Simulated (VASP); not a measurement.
Set up this calculation in VASP 6.6.1, as the native input.

| Property | Result |
| --- | --- |
| Task | relaxation of cell and atoms |
| Functional | PBE |
| Dispersion | D3(BJ) |
| Potentials or basis | VASP PAW PBE potentials, release 64 (Te, Sn_d) |
| Cutoff | 600 eV |
| k mesh | 6 × 6 × 6 |
| Occupations | gaussian, width 0.02 eV |
| Spin | no spin polarisation |
| Ladder | gaps |
| Further INCAR settings | ALGO = Fast; EDIFF = 1e-06; IBRION = 2; EDIFFG = -0.01; NSW = 40; ISIF = 3 |

The structure of SnTe lies in POSCAR:

```
SnTe
1.0
    0.0000000000      3.1508500000      3.1508500000
    3.1508500000      0.0000000000      3.1508500000
    3.1508500000      3.1508500000      0.0000000000
Te Sn
1 1
Direct
    0.5000000000      0.5000000000      0.5000000000
    0.0000000000      0.0000000000      0.0000000000
```

These files were run (other wordings do the same):

INCAR

```
SYSTEM = SnTe
  PREC = Accurate
  ENCUT = 600
  EDIFF = 1E-6
  ISMEAR = 0
  SIGMA = 0.02
  LREAL = .False.
  LASPH = .True.
  NELM = 80
  ALGO = Fast
  ISIF = 3
  LWAVE = .False.
  LCHARG = .False.
  GGA = PE
  IVDW = 12
  IBRION = 2
  NSW = 40
  EDIFFG = -0.01
```

KPOINTS

```
Automatic mesh
0
Gamma
  6 6 6
  0 0 0
```

Potentials or basis: VASP PAW PBE potentials, release 64 (Te, Sn_d).

Launch:

```bash
$ cat potpaw_PBE.64/Te/POTCAR potpaw_PBE.64/Sn_d/POTCAR > POTCAR
$ mpirun -np 1 vasp_std > vasp.out
```

Results of the run:

```yaml
Relaxed_volume: 31.34 Å³/atom
Relaxed_cell: a = 4.459 Å, b = 4.459 Å, c = 4.459 Å, α = 60.00°, β = 60.00°, γ = 60.00°
Space_group_after_relaxing_to_0.05_Å: Fm-3m (No. 225)
Energy_gained_by_relaxing: 0.0 meV/atom
Ionic_steps: 2
Pressure_after_relaxing: 0.0 GPa
Band_gap_on_the_k_mesh: 0.09 eV, direct
Dispersion_energy_per_atom: -0.400 eV
```

Caveat: spin-orbit coupling is left out, which moves the levels of the heavy elements.

It took 18 s on 1 thread of AMD EPYC 9R45 96-Core Processor (Zen 5) (shared host), peak memory 0.19 GiB.
